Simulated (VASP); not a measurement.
Method: PBEsol GGA, VASP's PBE PAW potentials (set 64) (plane waves; VASP).

The input files of a VASP run:

INCAR:
```
LWAVE = .FALSE.
ALGO = Normal   ! blocked Davidson
EDIFF = 1E-7   ! SCF stop (eV)
GGA = PS   ! PBEsol
SIGMA = 0.05
ISIF = 2
LREAL = .FALSE.
LMAXMIX = 4   ! l cut-off of mixed one-centre charges
LASPH = .TRUE.
ENCUT = 520   ! plane-wave cut-off (eV)
ISMEAR = 0
NELM = 100   ! most electronic steps
LCHARG = .FALSE.
SYSTEM = BaSnO3
PREC = Accurate
```

File POSCAR:
```
BaSnO3
1
    4.2169146992     0.0000000000     0.0000000000
    0.0000000000     4.2169146992     0.0000000000
    0.0000000000     0.0000000000     4.2169146992
Ba Sn O
1 1 3
Direct
  0.0000000000   0.0000000000   0.0000000000
  0.5000000000   0.5000000000   0.5000000000
  0.5000000000   0.0000000000   0.5000000000
  0.0000000000   0.5000000000   0.5000000000
  0.5000000000   0.5000000000   0.0000000000
```

### KPOINTS
```
Automatic mesh
0
Gamma
6 6 6
0 0 0
```

POTCAR, in this order: Ba_sv Sn_d O (PBE.64 set). Program: vasp_std.

Output of the run:

**OSZICAR**
```
       N       E                     dE             d eps       ncg     rms          rms(c)
DAV:   1     0.462807854063E+03    0.46281E+03   -0.21708E+04  1017   0.214E+03
DAV:   2     0.167679512335E+02   -0.44604E+03   -0.43570E+03  1161   0.536E+02
DAV:   3    -0.351014027649E+02   -0.51869E+02   -0.50891E+02  1164   0.169E+02
DAV:   4    -0.373766278004E+02   -0.22752E+01   -0.22683E+01  1358   0.362E+01
DAV:   5    -0.374316639298E+02   -0.55036E-01   -0.55002E-01  1396   0.498E+00    0.126E+01
DAV:   6    -0.333547026890E+02    0.40770E+01   -0.23555E+01  1432   0.616E+01    0.584E+00
DAV:   7    -0.333102450596E+02    0.44458E-01   -0.15063E+00  1119   0.763E+00    0.298E+00
DAV:   8    -0.332563637057E+02    0.53881E-01   -0.28160E-01  1452   0.399E+00    0.679E-01
DAV:   9    -0.332467597940E+02    0.96039E-02   -0.67489E-02  1528   0.214E+00    0.162E-01
DAV:  10    -0.332472564014E+02   -0.49661E-03   -0.75370E-03  1506   0.117E+00    0.113E-01
DAV:  11    -0.332469965041E+02    0.25990E-03   -0.32369E-03  1488   0.622E-01    0.462E-02
DAV:  12    -0.332469668676E+02    0.29636E-04   -0.26275E-04  1469   0.146E-01    0.140E-02
DAV:  13    -0.332469663344E+02    0.53318E-06   -0.21283E-05  1320   0.282E-02    0.320E-03
DAV:  14    -0.332469660572E+02    0.27726E-06   -0.58350E-07  1264   0.709E-03    0.864E-04
DAV:  15    -0.332469660081E+02    0.49030E-07   -0.75051E-08   728   0.205E-03
   1 F= -.33246966E+02 E0= -.33246694E+02  d E =-.544001E-03
```

### OUTCAR
```
------------------------ aborting loop because EDIFF is reached ----------------------------------------
  FORCE on cell =-STRESS in cart. coord.  units (eV):
  Direction    XX          YY          ZZ          XY          YZ          ZX
  --------------------------------------------------------------------------------------
  Total       -3.4959620     -3.4959620     -3.4959620     -0.0000000     -0.0000000      0.0000000
  in kB      -74.6952236    -74.6952236    -74.6952236     -0.0000000     -0.0000000      0.0000000
  external PRESSURE =     -74.6952236 kB  Pullay stress =       0.0000000 kB
  volume of cell :       74.99
      direct lattice vectors                 reciprocal lattice vectors
     4.216914699  0.000000000  0.000000000     0.237140201  0.000000000  0.000000000
     0.000000000  4.216914699  0.000000000     0.000000000  0.237140201  0.000000000
     0.000000000  0.000000000  4.216914699     0.000000000  0.000000000  0.237140201
 POSITION                                       TOTAL-FORCE (eV/Angst)
 -----------------------------------------------------------------------------------
      0.00000      0.00000      0.00000         0.000000      0.000000      0.000000
      2.10846      2.10846      2.10846         0.000000      0.000000      0.000000
      2.10846      0.00000      2.10846         0.000000      0.000000      0.000000
      0.00000      2.10846      2.10846         0.000000      0.000000      0.000000
      2.10846      2.10846      0.00000         0.000000      0.000000      0.000000
 -----------------------------------------------------------------------------------
    total drift:                                0.000000     -0.000000     -0.000000
  FREE ENERGIE OF THE ION-ELECTRON SYSTEM (eV)
  ---------------------------------------------------
  free  energy   TOTEN  =       -33.2469660081 eV

  energy  without entropy=      -33.2464220076  energy(sigma->0) =      -33.24669401
```
(Selected blocks of OUTCAR.)

The compound is BaSnO3 in the cubic perovskite structure. This cell is one point of a volume scan, at 1.06 of the reference volume.
